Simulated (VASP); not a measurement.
# Te (P4/nmm) in VASP: further runs

One crystal, Te, is run at these levels: PBE0(alpha); tasks: single point.

Everything below comes from runs of VASP 6.6.1. Logs are shortened: lines on timing, memory, paths and dates and some standing lists are left out, and cuts for length are marked.

### 1 The structure

The structure is tetragonal, space group P4/nmm (No. 129). The conventional cell has a = 5.850 Å, b = 5.850 Å, c = 4.791 Å, α = 90.00°, β = 90.00°, γ = 90.00°. Around Te (site symmetry -4m2) lie 4 Te at 3.04 Å. Te (site symmetry 4mm) has 4 Te at 3.04 Å as nearest neighbours.

The cell was built by a generator and needn't be a form met in nature.

### 2 Single point, PBE0(alpha)

Input file POSCAR:

```
Te
1.0
    5.8500400000      0.0000000000      0.0000000000
    0.0000000000      5.8500400000      0.0000000000
    0.0000000000      0.0000000000      4.7912000000
Te
4
Direct
    0.0000000000      0.0000000000      0.0000000000
    0.5000000000      0.5000000000      0.0000000000
    0.0000000000      0.5000000000      0.8300400000
    0.5000000000      0.0000000000      0.1699600000
```

Input file INCAR.step1:

```
SYSTEM = Te
  ALGO = Normal
  EDIFF = 1E-5
  ENCUT = 520
  GGA = PE
  ISIF = 2
  ISMEAR = -1
  LASPH = .TRUE.
  LCHARG = .FALSE.
  LREAL = .FALSE.
  LWAVE = .TRUE.
  NBANDS = 20
  NELM = 80
  PREC = Accurate
  SIGMA = 0.05
```

Input file INCAR.step2:

```
SYSTEM = Te
  AEXX = 0.25
  ALGO = Normal
  EDIFF = 1E-6
  ENCUT = 520
  GGA = PE
  HFRCUT = -1
  ISIF = 2
  ISMEAR = -1
  ISTART = 1
  LASPH = .TRUE.
  LCHARG = .FALSE.
  LHFCALC = .TRUE.
  LREAL = .FALSE.
  LWAVE = .FALSE.
  NBANDS = 20
  NELM = 80
  PREC = Accurate
  PRECFOCK = Fast
  SIGMA = 0.05
```

Input file KPOINTS:

```
k-points
0
G
  3 3 3
  0 0 0
```

Potentials or basis: VASP PAW PBE potentials, release 64 (Te).

On the command line:

```
> cat potpaw_PBE.64/Te/POTCAR > POTCAR
> cp INCAR.step1 INCAR
> mpirun -np 1 vasp_std > vasp.out
> cp INCAR.step2 INCAR
> mpirun -np 1 vasp_std > vasp.out
```

OUTCAR:

```text
SYSTEM = Te
   AEXX = 0.25
   EDIFF = 1E-6
   ENCUT = 520
   GGA = PE
   ISIF = 2
   ISMEAR = -1
   ISTART = 1
   LASPH = .TRUE.
   LHFCALC = .TRUE.
   LREAL = .FALSE.
   NELM = 80
   PREC = Accurate
   PRECFOCK = Fast

 ion  position               nearest neighbor table
   1  0.000  0.000  0.000-   3 3.04   4 3.04   3 3.04   4 3.04
   2  0.500  0.500  0.000-   3 3.04   4 3.04   4 3.04   3 3.04
   3  0.000  0.500  0.830-   1 3.04   2 3.04   1 3.04   2 3.04
   4  0.500  0.000  0.170-   1 3.04   2 3.04   2 3.04   1 3.04

  LATTYP: Found a simple tetragonal cell.
 ALAT       =     5.8500400000
 C/A-ratio  =     0.8190029470

  Lattice vectors:

 A1 = (   5.8500400000,   0.0000000000,   0.0000000000)
 A2 = (   0.0000000000,   5.8500400000,   0.0000000000)
 A3 = (   0.0000000000,   0.0000000000,   4.7912000000)

Analysis of symmetry for initial positions (statically):
=====================================================================
 Subroutine PRICEL returns:
 Original cell was already a primitive cell.

 Routine SETGRP: Setting up the symmetry group for a
 simple tetragonal supercell.

 Subroutine GETGRP returns: Found 16 space group operations
 (whereof  8 operations were pure point group operations)
 out of a pool of 16 trial point group operations.

The static configuration has the point symmetry D_2d.
 The point group associated with its full space group is D_4h.

Analysis of symmetry for dynamics (positions and initial velocities):
=====================================================================
 Subroutine PRICEL returns:
 Original cell was already a primitive cell.

 Routine SETGRP: Setting up the symmetry group for a
 simple tetragonal supercell.

 Subroutine GETGRP returns: Found 16 space group operations
 (whereof  8 operations were pure point group operations)
 out of a pool of 16 trial point group operations.

The dynamic configuration has the point symmetry D_2d.
 The point group associated with its full space group is D_4h.

 Subroutine INISYM returns: Found 16 space group operations
 (whereof  8 operations are pure point group operations),
 and found     1 'primitive' translations

----------------------------------------------------------------------------------------

                                     Primitive cell

  volume of cell :     163.9691

  direct lattice vectors                    reciprocal lattice vectors
     5.850040000  0.000000000  0.000000000     0.170939002  0.000000000  0.000000000
     0.000000000  5.850040000  0.000000000     0.000000000  0.170939002  0.000000000
     0.000000000  0.000000000  4.791200000     0.000000000  0.000000000  0.208715979

  length of vectors
     5.850040000  5.850040000  4.791200000     0.170939002  0.170939002  0.208715979

  position of ions in fractional coordinates (direct lattice)
     0.000000000  0.000000000  0.000000000
     0.500000000  0.500000000  0.000000000
     0.000000000  0.500000000  0.830040000
     0.500000000  0.000000000  0.169960000

  ion indices of the primitive-cell ions
   primitive index   ion index
                 1           1
                 2           2
                 3           3
                 4           4

----------------------------------------------------------------------------------------

 KPOINTS: k-points

Automatic generation of k-mesh.
 Grid dimensions read from file:
 generate k-points for:    3    3    3

 Generating k-lattice:

  Cartesian coordinates                     Fractional coordinates (reciprocal lattice)
     0.056979667  0.000000000  0.000000000     0.333333333  0.000000000  0.000000000
     0.000000000  0.056979667  0.000000000     0.000000000  0.333333333  0.000000000
     0.000000000  0.000000000  0.069571993     0.000000000  0.000000000  0.333333333

  Length of vectors
     0.056979667  0.056979667  0.069571993

  Shift w.r.t. Gamma in fractional coordinates (k-lattice)
     0.000000000  0.000000000  0.000000000

 Subroutine IBZKPT returns following result:
 ===========================================

 Found      6 irreducible k-points:

 Following reciprocal coordinates:
            Coordinates               Weight
  0.000000  0.000000  0.000000      1.000000
  0.333333  0.000000  0.000000      4.000000
  0.333333  0.333333  0.000000      4.000000
  0.000000  0.000000  0.333333      2.000000
  0.333333  0.000000  0.333333      8.000000
  0.333333  0.333333  0.333333      8.000000
   k-points           NKPTS =      6   k-points in BZ     NKDIM =     27   number of bands    NBANDS=     20
   number of dos      NEDOS =    301   number of ions     NIONS =      4
   total plane-waves  NPLWV =  82944
   dimension x,y,z NGX =    48 NGY =   48 NGZ =   36
   dimension x,y,z NGXF=    96 NGYF=   96 NGZF=   72
   ions per type =               4
   NGX,Y,Z   is equivalent  to a cutoff of  13.64, 13.64, 12.49 a.u.
   NGXF,Y,Z  is equivalent  to a cutoff of  27.28, 27.28, 24.98 a.u.
 SYSTEM =  Te
   PREC   = accura    normal or accurate (medium, high low for compatibility)
   ISTART =      1    job   : 0-new  1-cont  2-samecut
   ICHARG =      0    charge: 1-file 2-atom 10-const
   ISPIN  =      1    spin polarized calculation?
   LNONCOLLINEAR =      F non collinear calculations
   LSORBIT =      F    spin-orbit coupling
   LASPH  =      T    aspherical Exc in radial PAW
   ENCUT  =  520.0 eV  38.22 Ry    6.18 a.u.  10.88 10.88  8.91*2*pi/ulx,y,z
   NELM   =     80;   NELMIN=  2; NELMDL=  0     # of ELM steps
   EDIFF  = 0.1E-05   stopping-criterion for ELM
   LREAL  =      F    real-space projection
   EDIFFG = 0.1E-04   stopping-criterion for IOM
   NSW    =      0    number of steps for IOM
   IBRION =     -1    ionic relax: 0-MD 1-quasi-New 2-CG
   NFREE  =      0    steps in history (QN), initial steepest desc. (CG)
   ISIF   =      2    stress and relaxation
   ISYM   =      3    0-nonsym 1-usesym 2-fastsym
   POTIM  = 0.5000    time-step for ionic-motion
   TEBEG  =    0.0;   TEEND  =   0.0 temperature during run
   PSTRESS=    0.0 pullay stress
   NELECT =      24.0000    total number of electrons
   NUPDOWN=      -1.0000    fix difference up-down
   EMIN   =  10.00;   EMAX   =-10.00  energy-range for DOS
   EFERMI =   0.00;   METHOD = LEGACY
   ISMEAR =    -1;   SIGMA  =   0.05  broadening in eV -4-tet -1-fermi 0-gaus
   EFERMI_NEDOS =   21; number of points for ismear=-14 and -15
   IALGO  =     38    algorithm
   IMIX   =      1    mixing-type and parameters
     AMIX     =   0.40;   BMIX     =  1.00
     AMIX_MAG =   1.60;   BMIX_MAG =  1.00
  volume/ion in A,a.u.               =      40.99       276.63
  Fermi-wavevector in a.u.,A,eV,Ry     =   0.862762  1.630385 10.127621  0.744359
  Thomas-Fermi vector in A             =   1.980613
   LORBIT       =      0    0 simple, 1 ext, 2 COOP (PROOUT), +10 PAW based schemes
   GGA     = PE    functional components
   LHFCALC =     T    Hartree Fock is set to
   PRECFOCK=fast      Normal, Fast or Accurate (Low or Medium for compatibility)
   ENCUT4O =  -1.0   cutoff for four orbital integrals eV
   NKREDX  =     1    reduce k-point grid by
   NKREDY  =     1    reduce k-point grid by
   NKREDZ  =     1    reduce k-point grid by
   AEXX    =    0.2500 exact exchange contribution
   HFSCREEN=    0.0000 screening length (either q_TF or 0.3 A-1)
   HFSCREENC=   0.0000 screening length for correlation (either q_TF or 0.3 A-1)
   ENCUTFOCK=  -1.0 apply spherical cutoff to Coloumb kernel
   IVDW    =     0    specifies the selected vdW correction
   LEPSILON=     F    determine dielectric tensor
   LRPA    =     F    only Hartree local field effects (RPA)
 non-spin polarized calculation
  energy-cutoff  :      520.00
  volume of cell :      163.97
 maximum number of plane-waves:      4450
 NGX is ok and might be reduce to    48
  NGX = 24; NGY = 24; NGZ = 20

 number of electron      24.0000001 magnetization

 Free energy of the ion-electron system (eV)
  ---------------------------------------------------
  ext. energy  EPLUGINS =         0.00000000
  ---------------------------------------------------
  free energy    TOTEN  =       -17.45908452 eV

  energy without entropy =      -17.45908449  energy(sigma->0) =      -17.45908450

 E-fermi :   3.9221     XC(G=0):  -6.4132

 val. band max:        3.1011260462   @ k =   0.0000   0.0000   0.3333
 cond. band min:       4.7680365168   @ k =   0.3333   0.0000   0.0000
 fundamental gap:      1.6669104707
 Fermi energy:         3.9221412482

 k-point     1 :       0.0000    0.0000    0.0000
  band No.  band energies     occupation
      1     -11.3916      2.00000
      2      -8.7590      2.00000
      3      -8.5971      2.00000
      4      -5.8508      2.00000
      5      -2.9803      2.00000
      6      -2.9803      2.00000
[... 12 lines left out ...]
     19      10.7785      0.00000
     20      11.2214      0.00000

 k-point     2 :       0.3333    0.0000    0.0000
  band No.  band energies     occupation
      1     -10.9018      2.00000
      2      -9.6841      2.00000
      3      -8.1825      2.00000
      4      -6.9315      2.00000
      5      -2.5570      2.00000
      6      -1.5024      2.00000
[... 12 lines left out ...]
     19       9.3438      0.00000
     20      10.8904      0.00000

 k-point     3 :       0.3333    0.3333    0.0000
  band No.  band energies     occupation
      1     -10.4112      2.00000
      2      -9.2032      2.00000
      3      -9.1818      2.00000
      4      -7.9636      2.00000
      5      -1.2456      2.00000
      6      -0.3339      2.00000
[... 12 lines left out ...]
     19       9.4674      0.00000
     20       9.9442      0.00000

 k-point     4 :       0.0000    0.0000    0.3333
  band No.  band energies     occupation
      1     -11.2757      2.00000
      2      -8.7624      2.00000
      3      -8.5340      2.00000
      4      -5.8680      2.00000
      5      -2.8536      2.00000
      6      -2.8536      2.00000
[... 12 lines left out ...]
     19      11.0599      0.00000
     20      11.0599      0.00000

 k-point     5 :       0.3333    0.0000    0.3333
  band No.  band energies     occupation
      1     -10.7983      2.00000
      2      -9.6046      2.00000
      3      -8.1562      2.00000
      4      -6.9182      2.00000
      5      -2.4402      2.00000
      6      -1.5395      2.00000
[... 12 lines left out ...]
     19      11.0712      0.00000
     20      11.4441      0.00000

 k-point     6 :       0.3333    0.3333    0.3333
  band No.  band energies     occupation
      1     -10.3153      2.00000
      2      -9.1338      2.00000
      3      -9.1003      2.00000
      4      -7.9082      2.00000
      5      -1.6593      2.00000
      6      -0.5375      2.00000
[... 12 lines left out ...]
     19      10.4303      0.00000
     20      11.2093      0.00000

------------------------ aborting loop because EDIFF is reached ----------------------------------------

  FORCE on cell =-STRESS in cart. coord.  units (eV):
  Direction    XX          YY          ZZ          XY          YZ          ZX
  --------------------------------------------------------------------------------------
  -------------------------------------------------------------------------------------
  Total       -3.3530561     -3.3530561     -0.4925117      0.0000000      0.0000000      0.0000000
  in kB      -32.7634349    -32.7634349     -4.8124378      0.0000000      0.0000000      0.0000000
  external PRESSURE =     -23.4464358 kB  Pullay stress =       0.0000000 kB

 VOLUME and BASIS-vectors are now :
 -----------------------------------------------------------------------------
  energy-cutoff  :      520.00
  volume of cell :      163.97
      direct lattice vectors                 reciprocal lattice vectors
     5.850040000  0.000000000  0.000000000     0.170939002  0.000000000  0.000000000
     0.000000000  5.850040000  0.000000000     0.000000000  0.170939002  0.000000000
     0.000000000  0.000000000  4.791200000     0.000000000  0.000000000  0.208715979

 POSITION                                       TOTAL-FORCE (eV/Angst)
 -----------------------------------------------------------------------------------
      0.00000      0.00000      0.00000         0.000000     -0.000000      0.000000
      2.92502      2.92502      0.00000         0.000000     -0.000000      0.000000
      0.00000      2.92502      3.97689         0.000000      0.000000      0.247730
      2.92502      0.00000      0.81431         0.000000      0.000000     -0.247730
 -----------------------------------------------------------------------------------
    total drift:                                0.000000     -0.000000     -0.000000

  FREE ENERGIE OF THE ION-ELECTRON SYSTEM (eV)
  ---------------------------------------------------
  free  energy   TOTEN  =       -17.4590845189 eV

  energy  without entropy=      -17.4590844886  energy(sigma->0) =      -17.45908450
```

Run time: 3 min. Hardware: 1 thread of AMD EPYC 9R45 (Zen 5), shared host; peak memory 0.25 GiB.

Results:

```yaml
Free_energy: -17.4591 eV
Pressure: -2.3 GPa
Largest_force: 0.248 eV/Å
Band_gap_on_the_k_mesh: 1.67 eV, indirect (least direct gap 1.81 eV)
```

Forces on the atoms (eV/Å):
```
Te   0.000  0.000  0.000
Te   0.000  0.000  0.000
Te   0.000  0.000  0.248
Te   0.000  0.000 -0.248
```

Levels at points of the mesh, in eV from the valence-band top:
| k point | band 8 | band 9 | band 10 | band 11 | band 12 | band 13 | band 14 | band 15 | band 16 | band 17 |
| --- | --- | --- | --- | --- | --- | --- | --- | --- | --- | --- |
| (0.00, 0.00, 0.00) | -3.90 | -2.42 | -1.41 | -0.98 | -0.01 | 3.48 | 3.48 | 4.67 | 5.08 | 5.08 |

Caveat: the k mesh is coarse (spacing up to 0.44 Å⁻¹), so the values aren't converged, least of all with exact exchange; the PAW data sets were made with another functional, which shifts forces and pressure a little; spin-orbit coupling is left out, which moves the levels of the heavy elements; an odd mesh through Γ misses points on the zone boundary, where band edges often lie.

(Continued in part 2 of 2.)
